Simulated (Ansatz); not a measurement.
A generator proposed this cell of SnGe2.

```yaml
crystal:
  lattice:
    - [3.15532, 0.00000, 0.00000]
    - [-1.57766, 2.73259, 0.00000]
    - [0.00000, 0.00000, 7.72893]
  atoms:
    - { symbol: Sn, position: [0.00000, 0.00000, 0.50000] }
    - { symbol: Ge, position: [0.66667, 0.33333, 0.83333] }
    - { symbol: Ge, position: [0.33333, 0.66667, 0.16667] }
```

Theory: DFT PBE, scalar-relativistic, plane waves, PAW in Ansatz. Settings: cutoff 420 eV, Γ-centred mesh 6×6×2 on the computed 3-atom cell, Gaussian smearing of 0.10 eV; no spin polarisation.

Energies over the elements count from the elements' standard structures at the same level, with no fitted energy shifts. The references include grey tin.

**Question.** Estimate its pressure, forces and energy as it stands.

**Answer.** The pressure is 2.2 GPa (the mean over three directions, positive in compression), the largest force is 0.62 eV/Å, and the energy is +0.34 eV/atom against the elements. The shortest distance is 3.16 Å.

**Question.** Is it a good guess?

**Answer.** A good one: relaxing gains under 0.1 eV/atom (the start's value is from the coarse mesh, so the gain is rough) in 14 ionic steps and ends at +0.26 eV/atom on the finer mesh. The symmetry stays P-3m1 (No. 164). The volume per atom grows by 2.7 %, from 22.2 to 22.8 Å³. The shortest distance goes from 3.16 Å (Sn–Ge, Ge–Ge and Sn–Sn) to 2.81 Å (Ge–Ge). Conventional cell: a = 3.238 Å, c = 7.539 Å. Sn has 6 Sn at 3.24 Å and 6 Ge at 3.30 Å; Ge has 3 Ge at 2.81 Å, 6 Ge at 3.24 Å and 3 Sn at 3.30 Å.

The last run used an 18×18×6 mesh (in the run's order of axes) for its 3-atom cell and Gaussian smearing of 0.10 eV. The relaxation can't lower the symmetry of the start, and the grade says only how near the guess is to its own end. Symmetry constrained the relaxation, so the result can be a saddle point. Another cell of SnGe2 relaxed alike, in P-3m1, lies 223 meV/atom lower, so this cell isn't the stable form at this level.
